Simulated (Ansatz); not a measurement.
# Se (Selenium): properties at the relaxed cell

The task, for Se (Selenium): measure the bulk modulus from energies at several volumes.

Computed with Ansatz 0.2.0 (DFT PBE, scalar-relativistic, plane waves, PAW, unless a step's input says otherwise).

### 1 The starting structure

Symmetry: Pm-3m, No. 221, cubic system. The conventional cell has a = 2.830 Å, b = 2.830 Å, c = 2.830 Å, α = 90.00°, β = 90.00°, γ = 90.00°. Se (site symmetry m-3m) is surrounded by 6 Se at 2.83 Å.

Structure file:

```
CELL_PARAMETERS angstrom
2.00248 1.15613 1.63084
-2.00248 1.15613 1.63084
0.00000 -2.31226 1.63084
ATOMIC_POSITIONS crystal
Se 0.00000 0.00000 0.00000
```

This cell was relaxed beforehand with the same method: volume 22.65 Å³/atom, gap on the mesh none (metal).

### 2 Volume × 0.97

input.yaml reads:

```yaml
crystal:
  lattice:
    - [1.9822512881, 1.1444533148, 1.6143662329]
    - [-1.9822512881, 1.1444533148, 1.6143662329]
    - [0.0, -2.2889066296, 1.6143662329]
  atoms:
    - { symbol: Se, position: [0.0, 0.0, 0.0] }
basis:
  ecutwfc: 420
kpoints:
  mp_grid: { grid: [15, 15, 15] }
hamiltonian:
  xc: pbe
scf:
  occupations: { method: gaussian, width: 0.1 }
output:
  forces: true
  stress: true
  eigenvalues: true
relax:
  adjacent_minimum: "off"
  f_tol: 0.01
  max_steps: 30
  cell: { stress_tol: 0.1, fix: [volume] }
```

Launch:

```sh
$ ansatz run input.yaml --threads 1 --pin off --max-ram 2560MiB --backend cpu --events-out ev --progress --plain --runs-dir out
```

### 3 The cell scaled to 1.03 of its volume

input.yaml, as its differences from that of step 2:

```diff
@@ -2,5 +2,5 @@
   lattice:
-    - [1.9822512881, 1.1444533148, 1.6143662329]
-    - [-1.9822512881, 1.1444533148, 1.6143662329]
-    - [0.0, -2.2889066296, 1.6143662329]
+    - [2.0223075608, 1.1675798146, 1.6469884813]
+    - [-2.0223075608, 1.1675798146, 1.6469884813]
+    - [0.0, -2.3351596292, 1.6469884813]
   atoms:
```

### 4 Point at V/V0 = 0.94

input.yaml, as its differences from that of step 3:

```diff
@@ -2,5 +2,5 @@
   lattice:
-    - [2.0223075608, 1.1675798146, 1.6469884813]
-    - [-2.0223075608, 1.1675798146, 1.6469884813]
-    - [0.0, -2.3351596292, 1.6469884813]
+    - [1.9616013355, 1.1325310591, 1.597548695]
+    - [-1.9616013355, 1.1325310591, 1.597548695]
+    - [0.0, -2.2650621182, 1.597548695]
   atoms:
@@ -19,2 +19,6 @@
   eigenvalues: true
+  write_density: true
+  write_potential: true
+  elf: true
+  volumetric_format: npy
 relax:
```

### 5 Volume × 1.06

input.yaml reads:

```yaml
crystal:
  lattice:
    - [2.0417540188, 1.1788072323, 1.6628258806]
    - [-2.0417540188, 1.1788072323, 1.6628258806]
    - [0.0, -2.3576144647, 1.6628258806]
  atoms:
    - { symbol: Se, position: [0.0, 0.0, 0.0] }
basis:
  ecutwfc: 420
kpoints:
  mp_grid: { grid: [15, 15, 15] }
hamiltonian:
  xc: pbe
scf:
  occupations: { method: gaussian, width: 0.1 }
output:
  forces: true
  stress: true
  eigenvalues: true
relax:
  adjacent_minimum: "off"
  f_tol: 0.01
  max_steps: 30
  cell: { stress_tol: 0.1, fix: [volume] }
```

### 6 Volume × 0.91

input.yaml, as its differences from that of step 5:

```diff
@@ -2,5 +2,5 @@
   lattice:
-    - [2.0417540188, 1.1788072323, 1.6628258806]
-    - [-2.0417540188, 1.1788072323, 1.6628258806]
-    - [0.0, -2.3576144647, 1.6628258806]
+    - [1.9405072132, 1.1203523619, 1.5803694206]
+    - [-1.9405072132, 1.1203523619, 1.5803694206]
+    - [0.0, -2.2407047238, 1.5803694206]
   atoms:
```

### 7 Volume × 1.10

input.yaml, as its differences from that of step 6:

```diff
@@ -2,5 +2,5 @@
   lattice:
-    - [1.9405072132, 1.1203523619, 1.5803694206]
-    - [-1.9405072132, 1.1203523619, 1.5803694206]
-    - [0.0, -2.2407047238, 1.5803694206]
+    - [2.0671200164, 1.1934522979, 1.683484215]
+    - [-2.0671200164, 1.1934522979, 1.683484215]
+    - [0.0, -2.3869045958, 1.683484215]
   atoms:
```

### 8 The cell scaled to 0.88 of its volume

input.yaml, as its differences from that of step 7:

```diff
@@ -2,5 +2,5 @@
   lattice:
-    - [2.0671200164, 1.1934522979, 1.683484215]
-    - [-2.0671200164, 1.1934522979, 1.683484215]
-    - [0.0, -2.3869045958, 1.683484215]
+    - [1.9189442372, 1.1079029719, 1.5628083068]
+    - [-1.9189442372, 1.1079029719, 1.5628083068]
+    - [0.0, -2.2158059438, 1.5628083068]
   atoms:
```

(Steps that only read results are left out.)

Before running it: what results should come out? Wanted: equilibrium volume of the fit; bulk modulus.

**Answer**, as computed:

| quantity | value |
| --- | --- |
| equilibrium volume of the fit | 22.65 Å³/atom |
| bulk modulus | 70 GPa |
| its pressure derivative | 4.5 |

**Reading.** The fit puts the minimum at 22.65 Å³/atom with B = 70 GPa and B' = 4.5. The final runs have no spin polarisation, so no magnetic state was tried and one may lie lower.
